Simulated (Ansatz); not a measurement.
Calculated with Ansatz: Mn, settings compared

The command:

```bash
ansatz run input.yaml --threads 1 --pin off --max-ram 2560MiB --backend cpu --events-out ev --progress --plain --runs-dir out
```

input.yaml:

```yaml
crystal:
  lattice:
    - [1.231446, 2.132927, 0.0]
    - [-1.231446, 2.132927, 0.0]
    - [0.0, 0.0, 4.64471]
  atoms:
    - { symbol: Mn, position: [0.33333, 0.33334, 0.25] }
    - { symbol: Mn, position: [0.66666, 0.66667, 0.75] }
  symmetry: { tolerance: 0.0003 }
kpoints:
  mp_grid: { grid: [8, 8, 4], shift: [0, 0, 0] }
magnetization:
  spin_polarized: false
scf:
  occupations: { method: tetrahedron }
hamiltonian:
  pseudopotentials: { kind: paw }
  xc: pbe
basis:
  ecutwfc: 420
output:
  forces: true
  stress: true
  eigenvalues: true
```

Origin of the cell: a known structure type with other elements, at an estimated volume, so it need not be a known compound.

Output of this run (shortened):

```
SCF iter   1: F=—  HF=-7796.985935 eV  Δρ=6.26e-3  dr2=4.60e-3
SCF iter   2: F=—  HF=-7796.985931 eV  Δρ=2.56e-3  dr2=4.09e-4
SCF iter   3: F=—  HF=-7796.985946 eV  Δρ=1.34e-3  dr2=1.61e-4
SCF iter   4: F=—  HF=-7796.986061 eV  Δρ=2.32e-4  dr2=8.51e-6
SCF iter   5: F=—  HF=-7796.986063 eV  Δρ=9.96e-5  dr2=1.50e-6
SCF iter   6: F=-7796.986057 eV  HF=-7796.986057 eV  Δρ=1.92e-5  dr2=4.39e-8
SCF 1 converged in 6 iterations: F = -7796.986057 eV  dr2 = 4.39e-8
SCF converged after 6 iterations
Stability not checked: this state was not tested for a lower state beside it, because cold or Methfessel-Paxton smearing, or corrected tetrahedra, fill the levels in a way that the test cannot read (fill_not_monotonic; […]
Free energy (F): -7796.986057 eV
Harris-Foulkes:  -7796.986057 eV  (|F-HF|=2.85e-8)
Internal energy: -7796.972535 eV  (E = F + TS)
E sigma→0 (E₀):  -7796.986057 eV
Entropy (-TS):   -0.013522 eV (-6.761 meV/atom)
Fermi energy:    17.501888 eV
--- Per-component energies (eV) ---
  E_band       = -396.371051
  E_kinetic    = 610.318267
  E_local      = -3415.797051  (includes V_loc(G=0)·N_el)
  E_nonlocal   = 474.355723
  E_hartree    = 1407.329162
  E_xc         = -228.804030
  E_vxc        = -293.023415  (∫ρ·V_xc dr)
  E_paw        = -2593.210963  (= ΣΔE_a)
  E_vpaw       = -586.894681  (= ΣTr[D̂ρ^β])
  E_aug_tail   = -0.000019  (compensation charges beyond the density's cutoff)
  E_ewald      = -4051.163625
  E_smearing   = -0.013522  (= −TS)
  Σ components = -7796.986057   (vs F -7796.986057, Δ=0.00e0)
--- Forces (eV/Å), atoms counted from 1 ---
  atom   1  Mn    -0.000000    -0.000000     0.000000
  atom   2  Mn     0.000000     0.000000    -0.000000
  max |Σ_I F_I| component: 9.25e-18 eV/Å
--- Stress (GPa, compression-positive) ---
       -9.792511      -0.000000       0.000000
       -0.000000      -9.792511       0.000000
        0.000000       0.000000     -47.847632
  P = ⅓ Tr σ = -22.4776 GPa (-224.776 kbar)
```

The same input was run again with these changes:

1. `hamiltonian.hubbard` default → { sites: [{ species: Mn, l: d, u_eff: 3.0 }], double_counting: amf }; `hamiltonian.dispersion` default → d4; `scf.initial_density.chi_scale` default → 0.1
2. `basis.ecutwfc` 420 → "200 eV"
3. `basis.xc_grid` default → 4; `hamiltonian.hubbard` default → { sites: [{ species: Mn, l: d, u_eff: 5.0 }], double_counting: fll }
4. `crystal.symmetry` { tolerance: 0.0003 } → { detect: false }

| run | end | SCF iterations | P (GPa) | max force component (eV/Å) | gap on mesh (eV) | moment (μB) | ΔE(σ→0) (meV/atom) |
| --- | --- | --- | --- | --- | --- | --- | --- |
| base | converged | 6 | -22.48 | 0.000 | none | – | 0 |
| 1 | converged | 9 | -24.94 | 0.000 | none | – | – |
| 2 | converged | 7 | -46.83 | 0.000 | none | – | 9747.51 |
| 3 | converged | 12 | -1.61 | 0.000 | none | – | – |
| 4 | converged | 9 | -22.48 | 0.000 | none | – | 0.00 |

Energies are compared only where functional, datasets, charge and starting cell are the same.

Not properties of the system: run 2 (too coarse or loose: `basis.ecutwfc` = "200 eV").

Caveats of the base run: forces and stress under tetrahedra may miss the slope of the energy; no spin polarisation, so a magnetic state may lie lower; the k mesh is coarse if the cell is a metal.

Run 2: the cutoff lies below the datasets' advice.

Time of the base run: 0.74 s on 1 thread of Arm Neoverse V2 (shared host), peak memory 0.26 GiB, from the program's own first density.
